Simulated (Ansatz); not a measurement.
## How the vibrations of Pt change with volume

Computed with Ansatz, DFT PBEsol, scalar-relativistic, plane waves, PAW. Settings: 420 eV plane-wave cutoff, Γ-centred 18×18×10 mesh, Fermi-Dirac smearing of 0.15 eV. No spin polarisation. Phonons by linear response, acoustic sum rule imposed.

The cell, relaxed at this level:
```
Pt
1.0
     2.73872    0.00000    0.00000
    -1.36936    2.37180    0.00000
     0.00000    0.00000    4.67092
Pt
2
Direct
  0.66667 0.33333 0.75000
  0.33333 0.66667 0.25000
```

In a metal, frequencies depend on the k mesh and the smearing, soft modes most. Spin–orbit coupling is left out, which can shift energies with elements as heavy as these.

Cells at 0.98 and 1.02 times the equilibrium volume were relaxed in shape and atoms; γ = −d ln ν / d ln V, modes matched by rank.

Task: Give the optical frequencies at Γ (cm⁻¹) at the three volumes and the mode Grüneisen parameters.

Result:
| 0.98 V | V | 1.02 V | γ | degeneracy |
| --- | --- | --- | --- | --- |
| 41 | 37 | 33 | 5.81 | 2 |
| 191 | 180 | 170 | 3.02 | 1 |

Task: What pressures hold the two strained cells, and what bulk modulus follows?

Result: 5.91 GPa at 0.98 V and -5.21 GPa at 1.02 V, so B = −dP/d ln V ≈ 278 GPa.

This form isn't the element's structure at ambient conditions.

Cost: 6 runs of about 4.1 core-minutes in all, on Intel Xeon Platinum 8488C (Sapphire Rapids) (shared hosts).